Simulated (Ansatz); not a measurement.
A crystal relaxed with r2SCAN in the PAW code Ansatz has space group Fm-3m (No. 225) and a = 6.706 Å.

```csv
atom,site,x,y,z
Sr,4a,0.0000,0.0000,0.0000
Xx,4b,0.5000,0.0000,0.0000
```

The r2SCAN gap is indirect, 2.17 eV (Γ to X), below the direct gap of 2.91 eV at X. HSE06 gives an indirect gap of 2.49 eV, from Γ to X; the least direct gap is 3.30 eV at X. PBE gives an indirect gap of 1.77 eV, from Γ to X; the least direct gap is 2.49 eV at X. Meshes: r2SCAN 6×6×6, HSE06 4×4×4, PBE 6×6×6. r2SCAN's ε∞ is 5.3 in all directions.

Question: Which element is Xx?
A. O
B. S
C. Te
D. Se

Answer: C. Xx is Te: SrTe built on the rocksalt prototype. Sr has 6 Te at 3.35 Å; Te has 6 Sr at 3.35 Å.

(Simulation; spin polarisation is off.)

Spin-orbit coupling is left out, which matters wherever the heavy atoms make up the band edges.

The meshes of the hybrids are coarse, so their gaps aren't converged to the digits shown.
